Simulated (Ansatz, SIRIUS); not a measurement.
Equation of state of NiO under PBEsol

The structure is cubic, space group Fm-3m (No. 225). Conventional cell: a = 4.172 Å, b = 4.172 Å, c = 4.172 Å, α = 90.00°, β = 90.00°, γ = 90.00°. Ni (site symmetry m-3m) is surrounded by 6 O at 2.09 Å. O (site symmetry m-3m) has 6 Ni at 2.09 Å as nearest neighbours.

The cell was scaled at fixed shape and fractions and run with SIRIUS, all-electron FP-LAPW, apw+lo standard; PBEsol, k mesh 11 × 11 × 11 on the cell of 2 atoms, fermi-dirac occupations of 0.05 eV, collinear spin, ferromagnetic start, no spin-orbit coupling. Energies are those that the program minimises, any entropy of the smearing included. For a metal such a mesh isn't converged to the digits shown. The magnetic state is the one that the start led to, which needn't be the lowest.

| V (Å³/atom) | energy over the lowest row (meV/atom) |
| --- | --- |
| 8.5312 | 2.34 |
| 8.7127 | 0.00 |
| 8.8942 | ? |
| 9.0757 | 9.58 |
| 9.2572 | 20.30 |
| 9.4388 | 34.28 |
| 9.6203 | 50.93 |

Question: Fit the third-order Birch-Murnaghan form, give V0, B0 and B′, and predict the energy left open.

Answer: With y = (V0/V)^(2/3), E = E0 + (9 V0 B0/16) [(y - 1)³ B′ + (y - 1)² (6 - 4y)]. Least squares through the rows shown give V0 = 8.7033 Å³/atom, E0 = -0.03 meV, B0 = 213.3 GPa (1 eV/Å³ = 160.218 GPa) and B′ = 5.96, with a largest miss of 0.04 meV. At V = 8.8942 the form with these constants gives 2.62 meV; the run gave 2.55 meV an atom. Other set-ups at this level, from all their volumes (Å³/atom, GPa): Ansatz, all-electron LAPW, scalar-relativistic: V0 8.737, B0 202.3.
